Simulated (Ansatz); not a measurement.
The cell is COD entry 1532890, as deposited and not checked against the literature; nothing was relaxed.

An input for Rb and the output that it gave: DFT, PBE, all-electron LAPW, scalar-relativistic (Ansatz 0.2.0).

Command: `ansatz run input.yaml --threads 1 --pin off --max-ram 3072MiB --backend cpu --events-out ev --progress --plain --runs-dir out` The run took about 40 s on 1 thread of a shared machine.

```yaml
crystal:
  lattice:
    - [5.74, 0.0, 0.0]
    - [0.0, 4.64, 0.0]
    - [0.0, 0.0, 12.38]
  atoms:
    - { symbol: Rb, position: [0.047, 0.25, 0.893] }
    - { symbol: Rb, position: [0.453, 0.75, 0.393] }
    - { symbol: Rb, position: [0.547, 0.25, 0.607] }
    - { symbol: Rb, position: [0.953, 0.75, 0.107] }
kpoints:
  mp_grid: { grid: [6, 7, 3] }
  band_path:
    path:
      - [0.0, 0.0, 0.0]
      - [0.5, 0.0, 0.0]
      - [0.5, 0.5, 0.0]
      - [0.0, 0.5, 0.0]
      - [0.0, 0.0, 0.0]
      - [0.0, 0.0, 0.5]
      - [0.5, 0.0, 0.5]
      - [0.5, 0.5, 0.5]
      - [0.0, 0.5, 0.5]
    npoints: 8
scf:
  occupations: { method: fermi_dirac, width: 0.05 }
hamiltonian:
  xc: pbe
  pseudopotentials: { kind: all_electron, lapw: { basis_error: 0.001 } }
output:
  forces: true
  stress: true
  eigenvalues: true
  populations: true
  dos: { projected: true, de: 0.2, e_range: [-14, 8] }
```

What the program printed:

```
Rb: projections on atomic orbitals take those of the free atom 1s2 2s2 2p6 3s2 3p6 3d10 4s2 4p6 5s1, of charge +0.00 (hamiltonian.pseudopotentials.projection_atoms)
LAPW: plane waves up to 5.412 Å⁻¹, error target 1.0e-3 eV per atom; small_component_spin mean_spin; Rb in spheres of 1.781 Å, 19 of its electrons in bands, Dirac shells []
Engine: ansatz 0.2.0
Pseudopotentials: kind: all_electron
Pseudopotential: Rb, LAPW, valence charge 19, Koelling and Harmon's equation, gaussian nucleus
Functional definition: PBE
  parameter kappa = 0.804
  parameter beta = 0.06672455060314922
  exchange = pbe_x(kappa = kappa, mu = beta*pi^2/3)
  correlation = pbe_c(beta = beta)
Crystal: 4 atoms, lattice volume = 329.724 Å³
Basis set: ecut = 111.6128225323833 eV, 875 PW (Γ), exchange–correlation at level 2
Bands: 46, of which v1, the nominal top of the filled ones, is band 38 counted from 1 (37 counted from 0)
Symmetry: 8 space group operations
Space group: Pnma (ITA 62), of the structure as read, at distance tolerance 6.9e-5 Å
k-points: 32 of 126
Non-local potential: Rb, projectors of the file, none
Initial density: superposition of atomic densities (chi_scale 0.1, normalization cell)
Initial wavefunctions: plane waves of lowest kinetic energy (no species holds an atomic orbital)
Functional: x = pbe(κ = 0.804, μ = 0.2195149727645171), c = pbe(β = 0.06672455060314922)
iter 1 solved again at ethr=1.10e-4 eV; its pass at ethr=1.00e-1 eV (dr2=8.38e-2 eV) is discarded
SCF iter   1: F=—  HF=-324489.101793 eV  |F-HF|=—  |Δ(HF+E_count)|=         —  Δρ=2.51e-3  dr2=8.37e-2  ethr=1.10e-4  ⟨swp⟩=3.3  Hψ=9187  notcnv=0
preconditioner: auto → LDOS  [metal: Δε(μ)=0.035 eV  Ē_g=2.200 eV  σ=0.050 eV  W_gap=0.17  n_scr=56 (ndim 8)  ℏωp=4.1 eV  f_vac=0.273  D(μ)=3.26/eV (n_scr^D=10)  β→1.0]
SCF iter   2: F=—  HF=-324489.077139 eV  |F-HF|=—  |Δ(HF+E_count)|=   2.47e-2  Δρ=9.87e-4  dr2=1.70e-2  ethr=1.10e-4  ⟨swp⟩=3.0  Hψ=5127  notcnv=0
SCF iter   3: F=—  HF=-324489.075171 eV  |F-HF|=—  |Δ(HF+E_count)|=   1.97e-3  Δρ=6.39e-4  dr2=4.68e-3  ethr=2.23e-5  ⟨swp⟩=3.0  Hψ=5156  notcnv=0
iter 4 solved again at ethr=3.31e-7 eV; its pass at ethr=6.16e-6 eV (dr2=2.52e-4 eV) is discarded
SCF iter   4: F=—  HF=-324489.072323 eV  |F-HF|=—  |Δ(HF+E_count)|=         —  Δρ=1.50e-4  dr2=2.52e-4  ethr=3.31e-7  ⟨swp⟩=2.0  Hψ=7973  notcnv=0
the basis was enlarged: its passes take 114.4 KiB over the memory plan, 1 of 1 planned eigensolver slots
SCF iter   5: F=—  HF=-324489.072473 eV  |F-HF|=—  |Δ(HF+E_count)|=   1.50e-4  Δρ=5.77e-5  dr2=3.13e-5  ethr=3.31e-7  ⟨swp⟩=3.0  Hψ=4944  notcnv=0
SCF iter   6: F=—  HF=-324489.072515 eV  |F-HF|=—  |Δ(HF+E_count)|=   4.25e-5  Δρ=1.04e-5  dr2=9.16e-7  ethr=4.11e-8  ⟨swp⟩=3.1  Hψ=4948  notcnv=0
SCF iter   7: F=—  HF=-324489.072516 eV  |F-HF|=—  |Δ(HF+E_count)|=   5.91e-7  Δρ=4.21e-6  dr2=2.10e-7  ethr=1.21e-9  ⟨swp⟩=3.4  Hψ=4964  notcnv=0
SCF iter   8: F=-324489.072516 eV  HF=-324489.072516 eV  |F-HF|=1.57e-8  |Δ(HF+E_count)|=  9.90e-10  Δρ=1.62e-6  dr2=3.03e-8  ethr=2.76e-10  ⟨swp⟩=3.0  Hψ=4944  notcnv=0
SCF 1 converged in 8 iterations: F = -324489.072516 eV  dr2 = 3.03e-8
the search or the solves at the SCF's close seem to have found levels that the self-consistency loop had missed (the run counts 1). By its estimate they hold under 1e-12 electrons; where the run keeps them, the occupations were computed again with them
NSCF: frozen V_eff on 65 k-points
SCF converged after 8 iterations
Free energy (F): -324489.072516 eV
Harris-Foulkes:  -324489.072516 eV  (|F-HF|=1.57e-8)
Internal energy: -324489.045144 eV  (E = F + TS)
E sigma→0 (E₀):  -324489.058830 eV
Entropy (-TS):   -0.027372 eV (-6.843 meV/atom)
Fermi energy:    3.113932 eV
--- Per-component energies (eV) ---
  E_band       = -4377.293155
  E_kinetic    = 333619.197211
  E_xc         = -10975.233939
  E_electrostatic = -647133.008416  (all electrons and nuclei)
  E_smearing   = -0.027372  (= −TS)
  E_closure    = 0.000000  (closes the sum)
  E_atoms      = -324486.799071  (free atoms, spherical and without spin; not in F)
  Σ components = -324489.072516   (vs F -324489.072516, Δ=0.00e0)
  Basis errors (estimates in eV, not in F): energy 5.6e-4 per atom: plane waves 5.5e-4 (3.3e-4 summed), levels above the bands 6.3e-22, relativity 4.1e-8, radial functions 1.4e-5, core shells 1.2e-6; eigenvalues (radial functions only) 7.9e-7; not estimated: angular momenta, meshes, grids; target (lapw.basis_error) 1.0e-3; muffin-tin radii Rb 1.781 Å
--- Forces (eV/Å), atoms counted from 1 ---
  atom   1  Rb     0.20200795     0.00000000    -0.73813176
  atom   2  Rb    -0.20200795     0.00000000    -0.73813176
  atom   3  Rb     0.20200795    -0.00000000     0.73813176
  atom   4  Rb    -0.20200795    -0.00000000     0.73813176
  max |Σ_I F_I| component: 2.78e-17 eV/Å
--- Stress (GPa, compression-positive) ---
       -0.570553      -0.000000       0.000000
       -0.000000       1.874907       0.000000
        0.000000       0.000000       2.066044
  P = ⅓ Tr σ = 1.1235 GPa (11.235 kbar)
--- Band table (eV; the first three rows and the last of 32) ---
  k-point 0: bands = ["-98.2243", "-98.2243", "-98.2243", "-98.2243", "-98.2242", "-98.2242", "-98.2242", "-98.2242", "-98.2171", "-98.2171", "-98.2171", "-98.2171", "-98.2153", "-98.2153", "-98.2153", "-98.2153", "-98.2135", "-98.2135", "-98.2135", "-98.2135", "-26.2844", "-26.2795", "-26.1870", "-26.1820", "-10.6799", "-10.6194", "-10.4840", "-10.4737", "-10.3491", "-10.3137", "-10.2144", "-10.1763", "-10.1661", "-10.1326", "-10.1211", "-10.0962", "0.9956", "2.1203", "2.2563", "3.8591", "4.4378", "4.5394", "4.9646", "5.0824", "5.5462", "5.7597"]
  k-point 1: bands = ["-98.2243", "-98.2243", "-98.2243", "-98.2243", "-98.2242", "-98.2242", "-98.2242", "-98.2242", "-98.2171", "-98.2171", "-98.2171", "-98.2171", "-98.2153", "-98.2153", "-98.2153", "-98.2153", "-98.2135", "-98.2135", "-98.2135", "-98.2135", "-26.2832", "-26.2808", "-26.1857", "-26.1832", "-10.6663", "-10.6362", "-10.4815", "-10.4764", "-10.3413", "-10.3236", "-10.2050", "-10.1854", "-10.1458", "-10.1297", "-10.1240", "-10.1116", "1.1392", "1.5529", "2.9273", "3.5695", "4.5400", "4.6810", "4.7456", "5.0976", "5.5254", "5.6986"]
  k-point 2: bands = ["-98.2243", "-98.2243", "-98.2243", "-98.2243", "-98.2242", "-98.2242", "-98.2242", "-98.2242", "-98.2171", "-98.2171", "-98.2171", "-98.2171", "-98.2153", "-98.2153", "-98.2153", "-98.2153", "-98.2135", "-98.2135", "-98.2135", "-98.2135", "-26.2788", "-26.2739", "-26.1910", "-26.1860", "-10.6819", "-10.6254", "-10.5337", "-10.5161", "-10.3402", "-10.3046", "-10.2189", "-10.1812", "-10.1431", "-10.1430", "-10.1264", "-10.0804", "1.1864", "2.2989", "2.3979", "4.0676", "4.5562", "4.6141", "5.0412", "5.1846", "5.6030", "5.6534"]
  k-point 31: bands = ["-98.2243", "-98.2243", "-98.2243", "-98.2243", "-98.2242", "-98.2242", "-98.2242", "-98.2242", "-98.2171", "-98.2171", "-98.2171", "-98.2171", "-98.2153", "-98.2153", "-98.2153", "-98.2153", "-98.2135", "-98.2135", "-98.2135", "-98.2135", "-26.2400", "-26.2400", "-26.2183", "-26.2183", "-10.6831", "-10.6831", "-10.6688", "-10.6688", "-10.2815", "-10.2815", "-10.2503", "-10.2503", "-10.1214", "-10.1214", "-10.0960", "-10.0960", "3.5542", "3.5542", "3.7913", "3.7913", "4.2622", "4.2622", "4.6421", "4.6421", "5.2110", "5.2110"]
--- Löwdin populations: 4 sites ---
  site symbol       q [e]
     0     Rb     36.9300
     1     Rb     36.9300
     2     Rb     36.9300
     3     Rb     36.9300
  spilling = 0.001893 (of n_electrons = 148.000000)
```
